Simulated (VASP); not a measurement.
Write the native input for VASP 6.6.1 that does the following.

- Task: electric field gradients
- Functional: B3LYP
- Dispersion: D3(BJ)
- Potentials or basis: VASP PAW PBE potentials, release 54 (Na_pv)
- Cutoff: 520 eV
- k mesh: 5 × 5 × 5
- Occupations: fermi-dirac, width 0.05 eV
- Spin: collinear spin, ferromagnetic start
- Starting moments: [0.5] μB
- Grid for exact exchange (PRECFOCK): Fast
- Exchange at q = 0: default
- Further INCAR settings: ALGO = Normal; EDIFF = 1e-08

Na:

```xyz
1
Lattice="-2.1410 2.1410 2.1410 2.1410 -2.1410 2.1410 2.1410 2.1410 -2.1410" Properties=species:S:1:pos:R:3 pbc="T T T"
Na    0.0000    0.0000    0.0000
```

One way to write it, as run:

POSCAR

```
Na
1.0
   -2.1410000000      2.1410000000      2.1410000000
    2.1410000000     -2.1410000000      2.1410000000
    2.1410000000      2.1410000000     -2.1410000000
Na
1
Cartesian
    0.0000000000      0.0000000000      0.0000000000
```

INCAR.step1

```
PREC = Accurate
ENCUT = 520
ISMEAR = -1
SIGMA = 0.05
LREAL = F
LASPH = T
NELM = 60
ALGO = Normal
ISIF = 2
LWAVE = T
LCHARG = F
ISPIN = 2
MAGMOM = 0.5
LORBIT = 11
GGA = PE
EDIFF = 1E-5
```

INCAR.step2

```
PREC = Accurate
ENCUT = 520
EDIFF = 1E-8
ISMEAR = -1
SIGMA = 0.05
LREAL = F
LASPH = T
NELM = 60
ALGO = Normal
ISIF = 2
LWAVE = F
LCHARG = F
ISPIN = 2
MAGMOM = 0.5
LORBIT = 11
GGA = B3
LHFCALC = T
AEXX = 0.2
AGGAX = 0.72
AGGAC = 0.81
ALDAC = 0.19
PRECFOCK = Fast
IVDW = 12
LEFG = T
ISTART = 1
```

KPOINTS

```
Automatic mesh
0
Gamma
  5 5 5
```

Potentials or basis: VASP PAW PBE potentials, release 54 (Na_pv).

Run with:

```console
$ cat potpaw_PBE.54/Na_pv/POTCAR > POTCAR
$ cp INCAR.step1 INCAR
$ mpirun -np 1 vasp_std > vasp.out
$ cp INCAR.step2 INCAR
$ mpirun -np 1 vasp_std > vasp.out
```

Results of the run:

```json
{"Pressure": "-1.6 GPa", "Band gap on the k mesh": "none (metal or under the smearing width)", "Net moment": "0.12 μB per cell", "Valence electrons inside the program's atomic spheres": "Na 6.07", "Dispersion energy per atom": "-0.307 eV"}
```

Caveat: the k mesh is coarse (spacing up to 0.42 Å⁻¹), so the values aren't converged, least of all with exact exchange; the PAW data sets were made with another functional, which shifts forces and pressure a little; pairwise dispersion overbinds metals, which lowers pressure and volume.

Wall time 100 s on 1 thread of AMD EPYC 7R13 Processor (Zen 3) (shared host), peak memory 0.14 GiB.
